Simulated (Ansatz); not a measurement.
# AlP: the cost of one run

Method: DFT PBE, scalar-relativistic, plane waves, PAW, in Ansatz 0.2.0.

The COD entry's cell or inner coordinates are ideal or old and differ from later refinements, so a difference from it is no clean test against experiment.

## (1) The system as given

It takes space group F-43m (No. 216, cubic). Conventional cell: a = 5.507 Å, b = 5.507 Å, c = 5.507 Å, α = 90.00°, β = 90.00°, γ = 90.00°. Al (site symmetry -43m) has 4 P at 2.38 Å as nearest neighbours. Around P (site symmetry -43m) lie 4 Al at 2.38 Å.

Coordinates:

```cif
data_structure
_symmetry_space_group_name_H-M 'F-43m'
_symmetry_Int_Tables_number 216
_cell_length_a 5.5068
_cell_length_b 5.5068
_cell_length_c 5.5068
_cell_angle_alpha 90.000
_cell_angle_beta 90.000
_cell_angle_gamma 90.000
_cell_volume 166.99
loop_
_atom_site_label
_atom_site_type_symbol
_atom_site_symmetry_multiplicity
_atom_site_Wyckoff_symbol
_atom_site_fract_x
_atom_site_fract_y
_atom_site_fract_z
_atom_site_occupancy
Al1 Al 4 a 0.00000 0.00000 0.00000 1
P1 P 4 d 0.25000 0.25000 0.75000 1
```

This cell was relaxed beforehand with the same method: volume 20.87 Å³/atom, gap on the mesh 1.63 eV.

## (2) Static run: bands, density of states and charges

File input.yaml:

```yaml
crystal:
  lattice:
    - [0.0, 2.7534005752, 2.7534005752]
    - [2.7534005752, 0.0, 2.7534005752]
    - [2.7534005752, 2.7534005752, 0.0]
  atoms:
    - { symbol: Al, position: [0.0, 0.0, 0.0] }
    - { symbol: P, position: [0.25, 0.25, 0.25] }
basis:
  ecutwfc: 420
kpoints:
  mp_grid: { grid: [8, 8, 8] }
  band_path:
    path:
      - [[0.0, 0.0, 0.0], [-0.5, -0.5, 0.0], [-0.375, -0.375, 0.25]]
      - [[-0.375, 0.0, 0.375], [0.0, 0.0, 0.0], [0.0, 0.0, 0.5], [-0.5, -0.25, 0.25], [-0.5, -0.5, 0.0]]
    npoints: 14
hamiltonian:
  xc: pbe
scf:
  occupations: { method: gaussian, width: 0.02 }
  n_extra_bands: 6
output:
  forces: true
  stress: true
  eigenvalues: true
  populations: true
  dos: { projected: true, de: 0.02, nscf_kmesh: { grid: [12, 12, 12] } }
  bader: true
```

Started as:

```sh
> ansatz run input.yaml --threads 1 --pin off --max-ram 2560MiB --backend cpu --events-out ev --progress --plain --runs-dir out
```

What time and memory should one allow on 1 thread of an Arm CPU, shared host?

About 23 s, with a peak of 0.28 GiB.
